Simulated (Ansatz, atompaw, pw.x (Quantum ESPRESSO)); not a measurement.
# What a changed setting does to a pw.x run (bcc Ta)

Potential: PAW, atompaw 4.2.0.5, LDA (PW92); core [Kr] 4d10 4f14, reference 5s2 5p6 5d3 6s2 6p0; waves: 5s (bound): rc 1.50 bohr; 6s (bound): rc 2.25 bohr; 5p (bound): rc 1.70 bohr; 6p (bound, empty): rc 1.80 bohr; 5d (bound): rc 2.25 bohr; 5d channel at 0.66 Ry: rc 2.25 bohr; local part: bessel scheme, radius 1.90 bohr; core correction: smooth core density matched at 1.45 bohr; augmentation: besselshape compensation charge, radius 1.70 bohr; PAW radius 2.25 bohr; waves and projectors: custom polynom2 7 10 vanderbiltortho.

The reference run (k-mesh 14³, cutoffs 70/700 Ry, Fermi–Dirac 0.01 Ry, mixing_beta 0.4, conv_thr 1e-9, no spin) gives 0.38 GPa at 17.128 Å³/atom, where all-electron LAPW gives 1.38 GPa. This run, with its own iteration cap, changes degauss to 0.02.

```
&control
  calculation='scf', prefix='x', pseudo_dir='./', outdir='./tmp', tstress=.true., disk_io='none'
/
&system
  ibrav=0, nat=1, ntyp=1, ecutwfc=70, ecutrho=700, nbnd=14,
  occupations='smearing', smearing='fd', degauss=0.02
/
&electrons
  conv_thr=1e-09, mixing_beta=0.4, electron_maxstep=50
/
ATOMIC_SPECIES
Ta 1.0 Ta.UPF
CELL_PARAMETERS angstrom
  -1.62386113 1.62386113 1.62386113
  1.62386113 -1.62386113 1.62386113
  1.62386113 1.62386113 -1.62386113
ATOMIC_POSITIONS crystal
Ta 0.0000 0.0000 0.0000
K_POINTS automatic
14 14 14 0 0 0
```

```bash
pw.x < Ta.scf.in > Ta.scf.out
```

Question: How does the run end?

Answer: It converges in 9 iterations; the free energy moves by -104.8 meV/atom and the pressure by +0.91 GPa. In a metal, with Fermi–Dirac smearing, F lies below its zero-width value by a term in the square of the width.

```
Message from routine setup:
     using ibrav=0 with symmetry is DISCOURAGED, use correct ibrav instead
     lattice parameter (alat)  =       5.3151  a.u.
     unit-cell volume          =     115.5855 (a.u.)^3
     number of electrons       =        13.00
     number of Kohn-Sham states=           14
     kinetic-energy cutoff     =      70.0000  Ry
     charge density cutoff     =     700.0000  Ry
     scf convergence threshold =      1.0E-09
     Exchange-correlation= SLA PW NOGX NOGC
     number of k points=   104  Fermi-Dirac smearing, width (Ry)=  0.0200
     iteration #  1     ecut=    70.00 Ry     beta= 0.40
     total energy              =    -708.77773831 Ry
     estimated scf accuracy    <       0.02646842 Ry
     iteration #  2     ecut=    70.00 Ry     beta= 0.40
     total energy              =    -708.77973841 Ry
     estimated scf accuracy    <       0.00368749 Ry
     iteration #  3     ecut=    70.00 Ry     beta= 0.40
     total energy              =    -708.78164843 Ry
     estimated scf accuracy    <       0.00046288 Ry
     iteration #  4     ecut=    70.00 Ry     beta= 0.40
     total energy              =    -708.78186125 Ry
     estimated scf accuracy    <       0.00008344 Ry
     iteration #  5     ecut=    70.00 Ry     beta= 0.40
     total energy              =    -708.78193134 Ry
     estimated scf accuracy    <       0.00000050 Ry
     iteration #  6     ecut=    70.00 Ry     beta= 0.40
     total energy              =    -708.78194633 Ry
     estimated scf accuracy    <       0.00000010 Ry
     iteration #  7     ecut=    70.00 Ry     beta= 0.40
     total energy              =    -708.78194641 Ry
     estimated scf accuracy    <       0.00000002 Ry
     iteration #  8     ecut=    70.00 Ry     beta= 0.40
     total energy              =    -708.78194642 Ry
     estimated scf accuracy    <          2.4E-09 Ry
     iteration #  9     ecut=    70.00 Ry     beta= 0.40
     the Fermi energy is    18.8711 ev
!    total energy              =    -708.78194643 Ry
     estimated scf accuracy    <          4.7E-11 Ry
     smearing contrib. (-TS)   =      -0.01963211 Ry
     The total energy is F=E-TS. E is the sum of the following terms:
     one-electron contribution =      -9.50441006 Ry
     hartree contribution      =      15.93000529 Ry
     xc contribution           =     -19.65947230 Ry
     ewald contribution        =    -100.21180189 Ry
     one-center paw contrib.   =    -595.31663535 Ry
     convergence has been achieved in   9 iterations
          total   stress  (Ry/bohr**3)                   (kbar)     P=       12.84
     Message from routine punch:
     Nothing written, as per user request (disk_io='none')
```

The run took about 20 s on one core of a shared host (AMD EPYC 9R45 96-Core Processor, 96 threads, 376 GiB, load 65).
